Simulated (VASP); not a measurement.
Input of a VASP 6.6.1 run:

INCAR

```
  PREC = Accurate
  ENCUT = 600
  EDIFF = 1E-6
  ISMEAR = -1
  SIGMA = 0.05
  LREAL = F
  LASPH = T
  NELM = 100
  ALGO = Normal
  ISIF = 2
  LWAVE = F
  LCHARG = F
  GGA = PE
  NBANDS = 16
```

File KPOINTS:

```
regular mesh
0
Gamma
  8 8 8
```

The input POSCAR:

```
InAs
1.0
    0.0000000000      3.0180000000      3.0180000000
    3.0180000000      0.0000000000      3.0180000000
    3.0180000000      3.0180000000      0.0000000000
In As
1 1
Direct
    0.0000000000      0.0000000000      0.0000000000
    0.7500000000      0.7500000000      0.7500000000
```

KPOINTS_OPT

```
path GXWKGLUWLK,UX
15
line-mode
reciprocal
 0.0000000000  0.0000000000  0.0000000000  G
 0.5000000000  0.0000000000  0.5000000000  X

 0.5000000000  0.0000000000  0.5000000000  X
 0.5000000000  0.2500000000  0.7500000000  W

 0.5000000000  0.2500000000  0.7500000000  W
 0.3750000000  0.3750000000  0.7500000000  K

 0.3750000000  0.3750000000  0.7500000000  K
 0.0000000000  0.0000000000  0.0000000000  G

 0.0000000000  0.0000000000  0.0000000000  G
 0.5000000000  0.5000000000  0.5000000000  L

 0.5000000000  0.5000000000  0.5000000000  L
 0.6250000000  0.2500000000  0.6250000000  U

 0.6250000000  0.2500000000  0.6250000000  U
 0.5000000000  0.2500000000  0.7500000000  W

 0.5000000000  0.2500000000  0.7500000000  W
 0.5000000000  0.5000000000  0.5000000000  L

 0.5000000000  0.5000000000  0.5000000000  L
 0.3750000000  0.3750000000  0.7500000000  K

 0.6250000000  0.2500000000  0.6250000000  U
 0.5000000000  0.0000000000  0.5000000000  X
```

Potentials or basis: VASP PAW PBE potentials, release 64 (In_d_GW, As_GW).

Launch:

```bash
$ cat potpaw_PBE.64/In_d_GW/POTCAR potpaw_PBE.64/As_GW/POTCAR > POTCAR
$ mpirun -np 1 vasp_std > vasp.out
```

Q: Predict the pressure.

A: 4.3 GPa.

Q: What does it give for the band gap along the path?

A: None (metal or under the smearing width).

Levels at the corners of the path, in eV from the Fermi level:
```
point  band 5  band 6  band 7  band 8  band 9  band 10  band 11  band 12  band 13  band 14
    Γ  -14.34  -11.95   -0.22   -0.05   -0.05    -0.05     3.86     3.86     3.86     7.48
    X  -14.31   -9.91   -5.91   -2.39   -2.39     1.49     2.01     9.17     9.26     9.26
    X  -14.31   -9.91   -5.91   -2.39   -2.39     1.49     2.01     9.17     9.26     9.26
    W  -14.33   -9.86   -5.77   -3.02   -2.94     4.18     4.25     4.96     6.03     9.82
    W  -14.33   -9.86   -5.77   -3.02   -2.94     4.18     4.25     4.96     6.03     9.82
    K  -14.32   -9.93   -5.77   -3.34   -2.01     2.06     4.24     7.28     7.38     7.76
    K  -14.32   -9.93   -5.77   -3.34   -2.01     2.06     4.24     7.28     7.38     7.76
    Γ  -14.34  -11.95   -0.22   -0.05   -0.05    -0.05     3.86     3.86     3.86     7.48
    Γ  -14.34  -11.95   -0.22   -0.05   -0.05    -0.05     3.86     3.86     3.86     7.48
    L  -14.33  -10.46   -5.84   -1.04   -1.04     0.92     4.63     4.63     6.82     9.02
    L  -14.33  -10.46   -5.84   -1.04   -1.04     0.92     4.63     4.63     6.82     9.02
    U  -14.32   -9.93   -5.77   -3.34   -2.01     2.06     4.24     7.28     7.38     7.76
    U  -14.32   -9.93   -5.77   -3.34   -2.01     2.06     4.24     7.28     7.38     7.76
    W  -14.33   -9.86   -5.77   -3.02   -2.94     4.18     4.25     4.96     6.03     9.82
    W  -14.33   -9.86   -5.77   -3.02   -2.94     4.18     4.25     4.96     6.03     9.82
    L  -14.33  -10.46   -5.84   -1.04   -1.04     0.92     4.63     4.63     6.82     9.02
    L  -14.33  -10.46   -5.84   -1.04   -1.04     0.92     4.63     4.63     6.82     9.02
    K  -14.32   -9.93   -5.77   -3.34   -2.01     2.06     4.24     7.28     7.38     7.76
    U  -14.32   -9.93   -5.77   -3.34   -2.01     2.06     4.24     7.28     7.38     7.76
    X  -14.31   -9.91   -5.91   -2.39   -2.39     1.49     2.01     9.17     9.26     9.26
```

Caveat: spin-orbit coupling is left out, which moves the levels of the heavy elements; this crystal is a semiconductor, whose small gap the functional closes, so the metal is an error of the method.

**Experimental background.**

From a printed reference work, data compilation, for a bulk crystal of InAs at 4.2 K: band gap 0.418 eV (direct).

Measured gap of InAs: 0.418 eV (direct; 4.2 K; a printed reference work, data compilation). This calculation gives 0.00 eV (-0.42 eV). Spin-orbit coupling on As, In is left out. The value is that of PBE, without temperature or zero-point motion. Semilocal functionals fall short of measured gaps as a rule.
